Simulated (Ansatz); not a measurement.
# TlBr (Pm-3m): how far a G0W0 gap depends on its settings

Aim: test how the G0W0 gap of TlBr in the CsCl-type structure moves with the number of bands, the screening cutoff and the other choices.

Code: Ansatz 0.2.0. G0W0, plane waves. The values are computed, spin-unpolarised, and not measurements.

1 further run of the same task is left out (it didn't finish).

### Step 1. The cell

The cell was relaxed beforehand with r2SCAN.

It is cubic, Pm-3m (No. 221); conventional cell a = 3.995 Å, 31.88 Å³ an atom. Near Tl stand 8 Br at 3.46 Å; near Br stand 8 Tl at 3.46 Å.

Coordinates:

Space group Pm-3m (No. 221). a = 3.995 Å, b = 3.995 Å, c = 3.995 Å, α = 90.00°, β = 90.00°, γ = 90.00°
```
atom  site  symmetry       x       y       z
  Tl    1a      m-3m  0.0000  0.0000  0.0000
  Br    1b      m-3m  0.5000  0.5000  0.5000
```

### Step 2. From PBE, 90 empty bands, 60 eV

input.yaml reads:

```yaml
crystal:
  lattice:
    - [3.9949064284, 0.0, 0.0]
    - [0.0, 3.9949064284, 0.0]
    - [0.0, 0.0, 3.9949064284]
  atoms:
    - { symbol: Tl, position: [0.0, 0.0, 0.0] }
    - { symbol: Br, position: [0.5, 0.5, 0.5] }
kpoints:
  mp_grid: { grid: [2, 2, 2] }
hamiltonian:
  xc: pbe
scf:
  occupations: { method: fixed }
gw:
  n_empty_bands: 90
  ecut_chi: 60
  qp_bands: [v1, c1]
  qp_kpoints: band_edges
  screening: { model: contour_deformation }
```

Run with:

```
ansatz run input.yaml --threads 4 --pin off --max-ram 3686MiB --backend cpu --events-out ev --progress --plain --runs-dir out
```

Output (excerpt; [...] marks lines left out):

```text
Warning: RAYON_NUM_THREADS=4 ignored (pool sized by the plan → 4); use --threads N
[...]
Pseudopotentials: kind: paw
Pseudopotential: Tl, paw, valence charge 13, recommended cutoff 420 eV (normal), Tl.paw.azcp
Pseudopotential: Br, paw, valence charge 7, recommended cutoff 420 eV (normal), Br.paw.azcp
Functional definition: PBE
[...]
Crystal: 2 atoms, lattice volume = 63.756 Å³
Basis set: ecut = 420 eV, 1237 PW (Γ)
Bands: 14, of which v1, the nominal top of the filled ones, is band 10 counted from 1 (9 counted from 0)
Symmetry: 48 space group operations
Space group: Pm-3m (ITA 221), of the structure as read, at distance tolerance 4.0e-5 Å
k-points: 4 of 8
[...]
SCF iter   1: F=—  HF=-14228.539056 eV  |F-HF|=—  |Δ(HF+E_count)|=         —  Δρ=6.39e-3  dr2=5.83e-2  ethr=1.77e-3  ⟨swp⟩=4.2  Hψ=249  notcnv=0  defer=7
[...]
SCF iter   6: F=-14228.521821 eV  HF=-14228.521821 eV  |F-HF|=5.51e-10  |Δ(HF+E_count)|=   7.26e-7  Δρ=8.28e-6  dr2=6.86e-8  ethr=5.00e-10  ⟨swp⟩=6.0  Hψ=262  notcnv=0
[...]
NSCF: frozen V_eff on 4 k-points
G₀W₀ screening: q 1/4
G₀W₀ screening: q 2/4
G₀W₀ screening: q 3/4
G₀W₀ screening: q 4/4
G₀W₀ self-energy: k 1/4
G₀W₀ self-energy: k 2/4
G₀W₀ self-energy: k 3/4
G₀W₀ self-energy: k 4/4
SCF converged after 6 iterations
Free energy (F): -14228.521821 eV
[...]
E sigma→0 (E₀):  -14228.521821 eV
Fermi energy:    5.168766 eV
[...]
--- Band table (eV) ---
  k-point 0: bands = ["-8.3710", "-5.1574", "-5.1574", "-4.9849", "-4.9849", "-4.9849", "0.3665", "3.9716", "3.9716", "3.9716", "12.1350", "12.1350", "12.2020", "12.2020"]
[...]
--- G₀W₀: contour deformation, 6 samples at zero and on the imaginary axis and 1 off it, 8 q-points, 90 empty bands' worth ---
  eigenvalues of the whole cell's RPA ε∞ on this k-mesh (on a slab, of 1 + 4πα/V) = 18.6760, 18.6760, 18.6760; static W/v taken at q = 0 is 0.053545
  bands read: the sum over 100 bands ends inside a degenerate multiplet in 2 slots, whose members it reads at an even weight; the widest, k=0: bands 99 to 101 (counted from 1) at 2/3 each
  gw.qp_kpoints: band_edges: 4 of 4 stored k-points solved, in 1 pass; an edge of the gap read off the rows below is read off those points alone
    ik  band        ε_KS         Σx   Σc(E_QP)       V_xc       Z   E_QP_lin       E_QP  E_QP is
     0    10      3.9716   -18.9788     3.5330   -14.9244  0.7204     3.4418     3.4504  root
     0    11     12.1350    -4.6961    -4.5364    -9.0534  0.7354    11.9570    11.9559  root
     1    10      5.1688   -19.4034     2.4440   -16.5824  0.7471     4.7884     4.7918  root
     1    11      6.9204    -6.2388    -3.8443   -10.1498  0.7751     6.9872     6.9871  root
     2    10      4.5751   -19.9949     3.5619   -15.9587  0.7253     4.0942     4.1008  root
     2    11      9.9294    -8.5960    -4.0482   -12.8911  0.7306    10.1786    10.1762  root
     3    10      3.3583   -19.0774     3.5772   -14.8867  0.7162     2.7319     2.7447  root
     3    11      7.1888    -5.6712    -3.7758    -9.4645  0.7753     7.2064     7.2063  root
```

It took 1.6 s on 4 threads of Arm Neoverse N1, shared host; peak memory 0.35 GiB.

On its 2×2×2 mesh the gap goes from 1.75 eV (PBE) to 2.20 eV, a shift of +0.45 eV, with 90 empty bands and a screening cutoff of 60 eV. The renormalisation factors Z of the two edge bands lie between 0.72 and 0.78.

### Step 3. From HSE06, 45 empty bands, 120 eV

input.yaml: that of step 2 with these lines changed.

```diff
@@ -11,3 +11,3 @@
 hamiltonian:
-  xc: pbe
+  xc: hse06
 scf:
@@ -15,4 +15,4 @@
 gw:
-  n_empty_bands: 90
-  ecut_chi: 60
+  n_empty_bands: 45
+  ecut_chi: 120
   qp_bands: [v1, c1]
```

Run with:

```
ansatz run input.yaml --threads 4 --pin off --max-ram 3686MiB --backend cpu --events-out ev --progress --plain --runs-dir out
```

Output:

```text
Warning: RAYON_NUM_THREADS=4 ignored (pool sized by the plan → 4); use --threads N
exact exchange: scf.exx.singularity resolves to wigner_seitz, which cuts the screened interaction at the faces of the exchange supercell's Wigner-Seitz cell, so that each pair interacts once, at the shortest of its separations (the periodic images that this leaves out come, for a point-like exchange hole, to about 0.054 eV on a filled level). The cut falls within the interaction's reach, and what an exchange supercell this small leaves in the energy, the band gaps and, where it is computed, the pressure is not bounded here. The exchange supercell (the smallest cell that an SCF of this deck is solved on times the 2×2×2 mesh of the exchange sum) has its nearest image at L = 7.99 Å, 1.66 times the interaction's range 1/ω = 4.81 Å. A denser mesh of the exchange sum (kpoints.mp_grid; where a k-mesh is refused, the cell repeated along its short axes), shrinks what is left. The k-mesh (kpoints.mp_grid) can leave an error of its own, as it does under a semilocal functional: two runs of this structure under PBE, one on that k-mesh and one on a denser one or on the cell repeated (per cell), show about how large it is in the energy; in a metal the hybrid's can be larger than they show. Converge the k-mesh under the hybrid itself. See scf.exx.q_mesh
Engine: ansatz 0.2.0, aarch64-unknown-linux-gnu
[... 3 set-up lines as earlier in the session ...]
Functional definition: HSE06
  parameter a = 0.25
  parameter omega = 0.11/bohr
  exchange = pbe_x - a*pbe_x_sr(omega) + a*exact_x_sr(omega)
  correlation = pbe_c
davidson cushion auto → on  (no smearing: the cushion is to keep the highest requested band from converging to the state above it; pin scf.eigensolver.cushion to override)
Crystal: 2 atoms, lattice volume = 63.756 Å³
Basis set: ecut = 420 eV, 1237 PW (Γ)
Bands: 14, of which v1, the nominal top of the filled ones, is band 10 counted from 1 (9 counted from 0)
[... 2 set-up lines as earlier in the session ...]
k-points: 4 of 8
Non-local potential: Tl, projectors of the file, l = 0: 2, l = 1: 2, l = 2: 2, l = 3: 1
Non-local potential: Br, projectors of the file, l = 0: 2, l = 1: 2, l = 2: 2
PAW form: soft (Blöchl's): semilocal exchange-correlation on the pseudo side does not see the compensation charge
PAW frozen core: Tl, regenerated for the run's functional, and the local potential with it (the file was generated under x = pbe(κ = 0.804, μ = 0.2195149727645171), c = pbe(β = 0.06672455060314922))
PAW frozen core: Br, regenerated for the run's functional, and the local potential with it (the file was generated under x = pbe(κ = 0.804, μ = 0.2195149727645171), c = pbe(β = 0.06672455060314922))
PAW one-centre angular grid: Tl, 590 points (default); XC on 64 Gauss nodes
PAW one-centre angular grid: Br, 110 points (default); XC on 64 Gauss nodes
Initial density: superposition of atomic densities (neutral atoms: chi_scale 0, normalization atom), corrected by the library's trained network
Initial wavefunctions: pseudopotential atomic-orbital guess
Functional: x = pbe(κ = 0.804, μ = 0.2195149727645171), c = pbe(β = 0.06672455060314922), warm-up for x = pbe(κ = 0.804, μ = 0.2195149727645171) + 0.25 (exact − pbe) at short range (hse, ω = 0.20786987370883472 Å⁻¹), c = pbe(β = 0.06672455060314922); HSE06 as pw.x's `hse` composes it (authors' and Libxc's form: `xc: wpbeh`)
SCF iter   1: F=—  HF=-14228.528120 eV  |F-HF|=—  |Δ(HF+E_count)|=         —  Δρ=5.12e-3  dr2=3.74e-2  ethr=1.77e-3  ⟨swp⟩=10.2  Hψ=254  notcnv=0
preconditioner: auto → none  [insulator: Δε(μ)=1.856 eV  Ē_g=13.023 eV  n_scr=18 (ndim 8)  ℏωp=20.8 eV  f_vac=0.000]
iter 2 solved again at ethr=6.45e-6 eV; its pass at ethr=1.87e-4 eV (dr2=1.29e-3 eV) is discarded
SCF iter   2: F=—  HF=-14228.517320 eV  |F-HF|=—  |Δ(HF+E_count)|=   1.08e-2  Δρ=1.64e-3  dr2=1.30e-3  ethr=6.45e-6  ⟨swp⟩=3.5  Hψ=302  notcnv=0
SCF iter   3: F=-14228.517539 eV  HF=-14228.517414 eV  |F-HF|=1.25e-4  |Δ(HF+E_count)|=   9.39e-5  Δρ=7.86e-4  dr2=2.96e-4  ethr=6.45e-6  ⟨swp⟩=3.0  Hψ=132  notcnv=0
SCF 1 stopped early in 3 iterations: F = -14228.517539 eV  dr2 = 2.96e-4
Initial density: handed on by an earlier stage of this run
Initial wavefunctions: those handed on with the density
Functional: x = pbe(κ = 0.804, μ = 0.2195149727645171) + 0.25 (exact − pbe) at short range (hse, ω = 0.20786987370883472 Å⁻¹), c = pbe(β = 0.06672455060314922); HSE06 as pw.x's `hse` composes it (authors' and Libxc's form: `xc: wpbeh`)
Exchange kernel: α = 0.2500, screened, ω = 0.2079 Å⁻¹, Wigner–Seitz truncation, v(0) = 777.7629 eV·Å³, q-mesh 2×2×2, nearest image of the exchange supercell L = 7.99 Å, pair-density grid 20×20×20, without the augmentation charges, whose exchange is taken in its separable form by FFT convolution over the k-point mesh (sized by the pseudopotential files, 27×27×27 at the most), smooth part of the exact exchange by density-matrix convolution
Frozen-core exchange: fock
SCF iter   1: F=—  HF=-14233.956079 eV  |F-HF|=—  |Δ(HF+E_count)|=         —  Δρ=4.91e-3  dr2=1.66e-2  ethr=1.48e-5  ⟨swp⟩=6.8  Hψ=268  notcnv=0
preconditioner: auto → none  [insulator: Δε(μ)=2.579 eV  Ē_g=14.880 eV  n_scr=18 (ndim 8)  ℏωp=20.8 eV  f_vac=0.000]
SCF iter   2: F=—  HF=-14233.950003 eV  |F-HF|=—  |Δ(HF+E_count)|=   6.08e-3  Δρ=1.46e-3  dr2=1.45e-3  ethr=1.48e-5  ⟨swp⟩=3.0  Hψ=179  notcnv=0
SCF iter   3: F=—  HF=-14233.953450 eV  |F-HF|=—  |Δ(HF+E_count)|=   3.45e-3  Δρ=7.23e-4  dr2=3.20e-4  ethr=5.32e-6  ⟨swp⟩=3.0  Hψ=147  notcnv=0
SCF iter   4: F=—  HF=-14233.953334 eV  |F-HF|=—  |Δ(HF+E_count)|=   1.16e-4  Δρ=8.54e-5  dr2=4.74e-6  ethr=1.51e-6  ⟨swp⟩=3.0  Hψ=140  notcnv=0
SCF iter   5: F=-14233.953336 eV  HF=-14233.953336 eV  |F-HF|=2.39e-8  |Δ(HF+E_count)|=   1.62e-6  Δρ=1.33e-5  dr2=1.18e-6  ethr=1.83e-8  ⟨swp⟩=4.0  Hψ=185  notcnv=0
SCF 2 stopped early in 5 iterations: F = -14233.953336 eV  dr2 = 1.18e-6
hybrid outer 1: dexx = +4.076e-3 eV, tail = 1.25e-5 eV
Exchange kernel: α = 0.2500, screened, ω = 0.2079 Å⁻¹, Wigner–Seitz truncation, v(0) = 777.7629 eV·Å³, q-mesh 2×2×2, nearest image of the exchange supercell L = 7.99 Å, pair-density grid 20×20×20, without the augmentation charges, whose exchange is taken in its separable form by FFT convolution over the k-point mesh (sized by the pseudopotential files, 27×27×27 at the most), smooth part of the exact exchange by density-matrix convolution
Frozen-core exchange: fock
SCF iter   1: F=—  HF=-14233.953449 eV  |F-HF|=—  |Δ(HF+E_count)|=         —  Δρ=3.28e-5  dr2=4.35e-7  ethr=3.13e-7  ⟨swp⟩=3.0  Hψ=145  notcnv=0
preconditioner: auto → none  [insulator: Δε(μ)=2.549 eV  Ē_g=14.830 eV  n_scr=18 (ndim 8)  ℏωp=20.8 eV  f_vac=0.000]
SCF iter   2: F=-14233.953449 eV  HF=-14233.953449 eV  |F-HF|=3.80e-8  |Δ(HF+E_count)|=   9.27e-8  Δρ=1.31e-5  dr2=5.30e-8  ethr=2.02e-9  ⟨swp⟩=4.0  Hψ=180  notcnv=0
SCF 3 converged in 2 iterations: F = -14233.953449 eV  dr2 = 5.30e-8
hybrid outer 2: dexx = +1.562e-7 eV, tail = 1.45e-7 eV, Δε = 2.68e-3 eV (about 3.13e-4 eV left of the loop's levels)
the search or the solves at the SCF's close seem to have found levels that the self-consistency loop had missed (the run counts 1). By its estimate they hold under 1e-12 electrons; where the run keeps them, the occupations were computed again with them
NSCF: frozen V_eff on 4 k-points
Exchange-term sweep: 0 of 4 (spin, k) points
Exchange-term sweep: 1 of 4 (spin, k) points
Exchange-term sweep: 2 of 4 (spin, k) points
Exchange-term sweep: 3 of 4 (spin, k) points
Exchange-term sweep: 4 of 4 (spin, k) points
G₀W₀ screening: q 1/4
G₀W₀ screening: q 2/4
G₀W₀ screening: q 3/4
G₀W₀ screening: q 4/4
G₀W₀ self-energy: k 1/4
G₀W₀ self-energy: k 2/4
G₀W₀ self-energy: k 3/4
G₀W₀ self-energy: k 4/4
hybrid SCF converged: 2 outer / 7 inner (+3 warm-up), last move |dexx| = 1.56e-7 eV, tail = 1.45e-7 eV
Stability not checked: this state was not tested for a lower state beside it, because the functional holds exact exchange (a hybrid, or Hartree-Fock), whose exchange loop this test does not read (fock_operator; see scf.lower_state_search)
Free energy (F): -14233.953449 eV
Frozen-core exchange: fock
Harris-Foulkes:  -14233.953449 eV  (|F-HF|=3.80e-8)
Internal energy: -14233.953449 eV  (E = F + TS)
E sigma→0 (E₀):  -14233.953449 eV
Fermi energy:    4.623317 eV
--- Per-component energies (eV) ---
  E_band       = -70.942897
  E_kinetic    = 467.760261
  E_local      = -1233.040873  (includes V_loc(G=0)·N_el)
  E_nonlocal   = 387.213137
  E_hartree    = 432.729078
  E_xc         = -392.998062
  E_vxc        = -197.511227  (∫ρ·V_xc dr)
  E_exx        = -41.202810  (= α·E_x^exact, valence–valence)
  E_paw        = -12476.764578  (= ΣΔE_a)
  E_vpaw       = -278.422207  (= ΣTr[D̂ρ^β])
  E_aug_tail   = 0.000033  (compensation charges beyond the density's cutoff)
  E_ewald      = -1377.790345
  E_core_change = 0.140711  (= ΣΔE_core)
  E_smearing   = -0.000000  (= −TS)
  E_closure    = -0.000000  (closes the sum)
  Σ components = -14233.953449   (vs F -14233.953449, Δ=-1.82e-12)
--- Band table (eV) ---
  k-point 0: bands = ["-10.2530", "-7.0085", "-7.0085", "-6.8479", "-6.8479", "-6.8479", "-0.2586", "3.1151", "3.1151", "3.1151", "12.4746", "12.4746"]
  k-point 1: bands = ["-9.9878", "-6.9994", "-6.9051", "-6.9051", "-6.8884", "-6.8428", "-1.3796", "3.6362", "3.6362", "4.6233", "7.1728", "11.1973"]
  k-point 2: bands = ["-9.8785", "-6.9398", "-6.8878", "-6.8878", "-6.8238", "-6.7976", "0.6382", "1.4390", "1.4390", "3.7338", "10.2872", "10.2872"]
  k-point 3: bands = ["-9.6604", "-6.9734", "-6.9734", "-6.9734", "-6.7949", "-6.7949", "1.6859", "2.4578", "2.4578", "2.4578", "7.4064", "7.4064"]
  guard bands above this table: 2 of the run's 14 bands. The solve was not asked for them (output.publish_guard_bands: true or output.eigenvalues: true publishes all)
--- G₀W₀: contour deformation, 5 samples at zero and on the imaginary axis and 1 off it, 8 q-points, 45 empty bands' worth ---
  eigenvalues of the whole cell's RPA ε∞ on this k-mesh (on a slab, of 1 + 4πα/V) = 10.1277, 10.1277, 10.1277; static W/v taken at q = 0 is 0.098740
  bands read: the sum over 55 bands ends inside a degenerate multiplet in 3 slots, whose members it reads at an even weight; the widest, k=0: bands 54 to 56 (counted from 1) at 2/3 each
  gw.qp_kpoints: band_edges: 4 of 4 stored k-points solved, in 1 pass; an edge of the gap read off the rows below is read off those points alone
    ik  band        ε_KS         Σx   Σc(E_QP)       V_xc       Z   E_QP_lin       E_QP  E_QP is
     0    10      3.1151   -19.0595     3.3162   -15.8745  0.7484     3.2459     3.2462  root
     0    11     12.4746    -4.5120    -4.1135    -8.5336  0.7654    12.3831    12.3826  root
     1    10      4.6233   -19.3204     2.3050   -17.1134  0.7738     4.7212     4.7214  root
     1    11      7.1728    -6.0879    -3.5069    -9.7863  0.7976     7.3649     7.3643  root
     2    10      3.7338   -19.9726     3.3434   -16.8068  0.7522     3.9108     3.9114  root
     2    11     10.2872    -8.1680    -3.6503   -12.1551  0.7692    10.6270    10.6241  root
     3    10      2.4578   -19.0656     3.3311   -15.7867  0.7461     2.5098     2.5099  root
     3    11      7.4064    -5.4982    -3.4333    -9.0905  0.7983     7.5658     7.5654  root
```

Wall time 9.7 s (4 threads of Arm Neoverse N1, shared host); peak memory 0.43 GiB.

With 45 empty bands and 120 eV for the screening, the 2×2×2 mesh shows 2.55 eV for HSE06 and 2.64 eV for the quasiparticles (+0.09 eV). The renormalisation factors Z of the two edge bands lie between 0.75 and 0.80.

### Step 4. From PBE, 60 empty bands, 80 eV

input.yaml: that of step 3 with these lines changed.

```diff
@@ -11,3 +11,3 @@
 hamiltonian:
-  xc: hse06
+  xc: pbe
 scf:
@@ -15,4 +15,4 @@
 gw:
-  n_empty_bands: 45
-  ecut_chi: 120
+  n_empty_bands: 60
+  ecut_chi: 80
   qp_bands: [v1, c1]
```

Run with:

```
ansatz run input.yaml --threads 4 --pin off --max-ram 3686MiB --backend cpu --events-out ev --progress --plain --runs-dir out
```

Output (excerpt; [...] marks lines left out):

```text
Warning: RAYON_NUM_THREADS=4 ignored (pool sized by the plan → 4); use --threads N
[...]
[... 4 set-up lines as earlier in the session ...]
[...]
Crystal: 2 atoms, lattice volume = 63.756 Å³
Basis set: ecut = 420 eV, 1237 PW (Γ)
Bands: 14, of which v1, the nominal top of the filled ones, is band 10 counted from 1 (9 counted from 0)
[... 2 set-up lines as earlier in the session ...]
k-points: 4 of 8
[...]
SCF iter   1: F=—  HF=-14228.539056 eV  |F-HF|=—  |Δ(HF+E_count)|=         —  Δρ=6.39e-3  dr2=5.83e-2  ethr=1.77e-3  ⟨swp⟩=4.2  Hψ=249  notcnv=0  defer=7
[...]
  gw.qp_kpoints: band_edges: 4 of 4 stored k-points solved, in 1 pass; an edge of the gap read off the rows below is read off those points alone
    ik  band        ε_KS         Σx   Σc(E_QP)       V_xc       Z   E_QP_lin       E_QP  E_QP is
     0    10      3.9716   -18.9788     3.5936   -14.9244  0.7187     3.5043     3.5109  root
     0    11     12.1350    -4.6961    -4.4235    -9.0534  0.7357    12.0689    12.0687  root
     1    10      5.1688   -19.4034     2.5129   -16.5824  0.7454     4.8584     4.8607  root
     1    11      6.9204    -6.2388    -3.7374   -10.1498  0.7753     7.0946     7.0940  root
     2    10      4.5751   -19.9949     3.6186   -15.9587  0.7234     4.1525     4.1575  root
     2    11      9.9294    -8.5960    -3.9562   -12.8911  0.7304    10.2729    10.2682  root
     3    10      3.3583   -19.0774     3.6443   -14.8867  0.7143     2.8017     2.8119  root
     3    11      7.1888    -5.6712    -3.6719    -9.4645  0.7757     7.3106     7.3102  root
```

Run time: 1.4 s. Hardware: 4 threads of Arm Neoverse N1, shared host; peak memory 0.31 GiB.

With 60 empty bands and 80 eV for the screening, the 2×2×2 mesh shows 1.75 eV for PBE and 2.23 eV for the quasiparticles (+0.48 eV). The renormalisation factors Z of the two edge bands lie between 0.71 and 0.78.

### Step 5. From LDA, 25 empty bands, 100 eV

input.yaml: that of step 4 with these lines changed.

```diff
@@ -11,3 +11,3 @@
 hamiltonian:
-  xc: pbe
+  xc: lda
 scf:
@@ -15,4 +15,4 @@
 gw:
-  n_empty_bands: 60
-  ecut_chi: 80
+  n_empty_bands: 25
+  ecut_chi: 100
   qp_bands: [v1, c1]
```

Run with:

```
ansatz run input.yaml --threads 4 --pin off --max-ram 3686MiB --backend cpu --events-out ev --progress --plain --runs-dir out
```

Output (excerpt; [...] marks lines left out):

```text
Warning: RAYON_NUM_THREADS=4 ignored (pool sized by the plan → 4); use --threads N
[...]
[... 3 set-up lines as earlier in the session ...]
Functional definition: SPW92
[...]
Crystal: 2 atoms, lattice volume = 63.756 Å³
Basis set: ecut = 420 eV, 1237 PW (Γ)
Bands: 14, of which v1, the nominal top of the filled ones, is band 10 counted from 1 (9 counted from 0)
[... 2 set-up lines as earlier in the session ...]
k-points: 4 of 8
[...]
SCF iter   1: F=—  HF=-13841.348190 eV  |F-HF|=—  |Δ(HF+E_count)|=         —  Δρ=6.53e-3  dr2=4.32e-2  ethr=1.77e-3  ⟨swp⟩=4.5  Hψ=256  notcnv=0  defer=7
[...]
  gw.qp_kpoints: band_edges: 4 of 4 stored k-points solved, in 1 pass; an edge of the gap read off the rows below is read off those points alone
    ik  band        ε_KS         Σx   Σc(E_QP)       V_xc       Z   E_QP_lin       E_QP  E_QP is
     0    10      3.6492   -18.9096     3.8059   -15.1482  0.7158     3.6936     3.6936  root
     0    11     11.6047    -4.7219    -4.3242    -9.5726  0.7367    12.1399    12.1312  root
     1    10      4.8210   -19.3884     2.8180   -16.8709  0.7434     5.1196     5.1216  root
     1    11      6.3397    -6.2825    -3.6314   -10.7266  0.7748     7.1698     7.1523  root
     2    10      4.2809   -19.9891     3.8745   -16.2038  0.7212     4.3699     4.3701  root
     2    11      9.4342    -8.7453    -3.8248   -13.4730  0.7232    10.3830    10.3371  root
     3    10      3.0294   -19.0365     3.8369   -15.1410  0.7106     2.9708     2.9710  root
     3    11      6.6399    -5.6956    -3.5552   -10.0058  0.7754     7.4097     7.3948  root
```

It took 1.3 s on 4 threads of Arm Neoverse N1, shared host; peak memory 0.28 GiB.

On its 2×2×2 mesh the gap goes from 1.52 eV (LDA) to 2.03 eV, a shift of +0.51 eV, with 25 empty bands and a screening cutoff of 100 eV. The renormalisation factors Z of the two edge bands lie between 0.71 and 0.78.

### Step 6. Results

| start | potentials | frequencies | empty bands | cutoff (eV) | mesh | Kohn-Sham gap (eV) | G0W0 gap (eV) |
| --- | --- | --- | --- | --- | --- | --- | --- |
| PBE | PAW | full | 90 | 60 | 2×2×2 | 1.75 | 2.20 |
| HSE06 | PAW | full | 45 | 120 | 2×2×2 | 2.55 | 2.64 |
| PBE | PAW | full | 60 | 80 | 2×2×2 | 1.75 | 2.23 |
| LDA | PAW | full | 25 | 100 | 2×2×2 | 1.52 | 2.03 |

Gaps are those on each run's own mesh.

What this shows: Over the runs in the table the G0W0 gap on the mesh spans 2.03 to 2.64 eV, and the shift from the starting levels +0.09 to +0.51 eV; where more than one setting differs between two runs, no single one explains their difference. G0W0 here is at a finite number of bands, screening cutoff and k mesh, not at the basis limit. Spin-orbit coupling is left out.
